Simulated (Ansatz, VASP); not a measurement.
One calculation of ZnS, two programs

```
Zn S
1.0
     0.00000    2.70465    2.70465
     2.70465    0.00000    2.70465
     2.70465    2.70465    0.00000
Zn S
1 1
Direct
  0.00000 0.00000 0.00000
  0.75000 0.75000 0.75000
```

Alike in both runs: task single point; functional PBE; k mesh 10 × 10 × 10; occupations gaussian, width 0.05 eV; no spin polarisation.

```csv
,VASP,Ansatz
version,VASP 6.6.1,Ansatz 0.2.0
potentials or method,"VASP PAW PBE potentials, release 64 (Zn, S)","scalar-relativistic, plane waves, PAW"
plane-wave cutoff (eV),520,420
valence electrons in the cell,18,18
```

VASP gave:

| Quantity | Value |
| --- | --- |
| gap on the k mesh at the Fermi level (eV) | 2.10 |
| least direct gap on the mesh (eV) | 2.10 |
| pressure (GPa) | 1.5 |

Q: Which values does Ansatz return?

A: gap on the k mesh at the Fermi level (eV): 2.10; least direct gap on the mesh (eV): 2.10; pressure (GPa): 1.4.

With one functional, cell and mesh, what is left measures potentials, basis and numerics.

PBE gaps usually lie below the measured ones, often by a third to a half.
